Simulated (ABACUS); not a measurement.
Nb under changes of volume

One of the cells (18.428 Å³/atom); the others are scaled copies at fixed shape and fractional positions:

```xyz
1
Lattice="-1.6640 1.6640 1.6640 1.6640 -1.6640 1.6640 1.6640 1.6640 -1.6640" Properties=species:S:1:pos:R:3 pbc="T T T"
Nb    0.0000    0.0000    0.0000
```

```yaml
Program: ABACUS 3.10.1
Functional: PBE
Potentials_or_basis: PseudoDojo NC SR 0.4.1 PBE standard
Cutoff: 1116 eV
Density_cutoff: 4463 eV
Basis: plane waves
k_mesh: 11 × 11 × 11
Occupations: fermi-dirac, width 0.05 eV
Spin: no spin polarisation
```

```csv
volume (Å³/atom),energy over the lowest point (meV/atom),pressure (GPa)
17.322,25.86,9.5
17.691,8.51,5.4
18.060,0.10,1.7
18.428,0.00,-1.8
18.797,?,?
19.165,22.23,-7.9
19.534,43.31,-10.5
```

Q: What does the run at 18.797 Å³/atom give?

A: Energy over the lowest point 7.59 meV/atom; pressure -5.0 GPa.

Worked out: A Birch-Murnaghan fit of order 3 (a polynomial in V^(-2/3)) to the other rows has its minimum at 18.25 Å³/atom with B0 = V·E''(V) = 171 GPa and B' = 3.0. It gives 7.61 meV/atom at 18.797 Å³/atom, against the run's 7.59, and -dE/dV = -4.9 GPa, against -5.0.

Energies are extrapolated to zero smearing.
